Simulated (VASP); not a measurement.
Wanted: the native input for a VASP 6.6.1 run.

```
Task                               : band structure
Functional                         : HSE06
Potentials or basis                : VASP PAW PBE potentials, release 64 (Se, W_sv)
Cutoff                             : 520 eV
k mesh                             : 9 × 9 × 1
Occupations                        : gaussian, width 0.03 eV
Spin                               : no spin polarisation
Grid for exact exchange (PRECFOCK) : Fast
Dipole correction                  : yes
Screening parameter                : 0.2 1/A
Further INCAR settings             : ALGO = Normal; EDIFF = 1e-07; NBANDS = 20
```

The system is WSe2, a slab with vacuum.

```
Se W
1.0
     3.28725    0.00000    0.00000
    -1.64363    2.84684    0.00000
     0.00000    0.00000   21.34626
Se W
2 1
Direct
  0.33333 0.66667 0.42099
  0.33333 0.66667 0.57901
  0.66667 0.33333 0.50000
```

These files were run (other wordings do the same):

POSCAR

```
WSe2                                    
1.0
    3.2872502754      0.0000000000      0.0000000000
   -1.6436251377      2.8468422486      0.0000000000
    0.0000000000      0.0000000000     21.3462600000
  Se              W             
     2     1
Direct
     0.3333333300000021    0.6666666699999979    0.4209905797921181
     0.3333333300000021    0.6666666699999979    0.5790094202078819
     0.6666666699999979    0.3333333300000021    0.5000000000000000
```

INCAR.step1

```
SYSTEM = WSe2
PREC = Accurate
ENCUT = 520
EDIFF = 1E-5
ISMEAR = 0
SIGMA = 0.03
LREAL = .False.
LASPH = .True.
NELM = 80
ALGO = Normal
ISIF = 2
LWAVE = .True.
LCHARG = .False.
LMAXMIX = 4
LDIPOL = .True.
IDIPOL = 3
DIPOL = 0.5 0.5 0.500
NBANDS = 20
LVHAR = .True.
LVACPOTAV = .True.
KPAR = 4
GGA = PE
```

INCAR.step2

```
SYSTEM = WSe2
PREC = Accurate
ENCUT = 520
EDIFF = 1E-7
ISMEAR = 0
SIGMA = 0.03
LREAL = .False.
LASPH = .True.
NELM = 80
ALGO = Normal
ISIF = 2
LWAVE = .False.
LCHARG = .False.
LMAXMIX = 4
LDIPOL = .True.
IDIPOL = 3
DIPOL = 0.5 0.5 0.500
GGA = PE
LHFCALC = .True.
HFSCREEN = 0.2
PRECFOCK = Fast
NBANDS = 20
LVHAR = .True.
LVACPOTAV = .True.
KPAR = 4
ISTART = 1
```

KPOINTS

```
regular mesh
0
Gamma
  9 9 1
  0 0 0
```

KPOINTS_OPT

```
explicit points
3
Reciprocal
 0.0000000000  0.0000000000  0.0000000000 1
 0.5000000000  0.0000000000  0.0000000000 1
 0.3333333300  0.3333333300  0.0000000000 1
```

Potentials or basis: VASP PAW PBE potentials, release 64 (Se, W_sv).

Run with:

```sh
$ cat potpaw_PBE.64/Se/POTCAR potpaw_PBE.64/W_sv/POTCAR > POTCAR
$ cp INCAR.step1 INCAR
$ mpirun -np 4 vasp_std > vasp.out
$ cp INCAR.step2 INCAR
$ mpirun -np 4 vasp_std > vasp.out
```

It gave:

- Largest force: 0.514 eV/Å
- Band gap on the k mesh: 2.15 eV, direct
- Band gap along the path: 2.15 eV, direct
- Ionisation potential of the upper face: 5.45 eV

Caveat: the PAW data sets were made with another functional, which shifts forces and pressure a little; spin-orbit coupling is left out, which moves the levels of the heavy elements.

Wall time 12 min on 4 MPI ranks on AMD EPYC 9R45 (Zen 5), on a shared host, peak memory 0.48 GiB a rank.
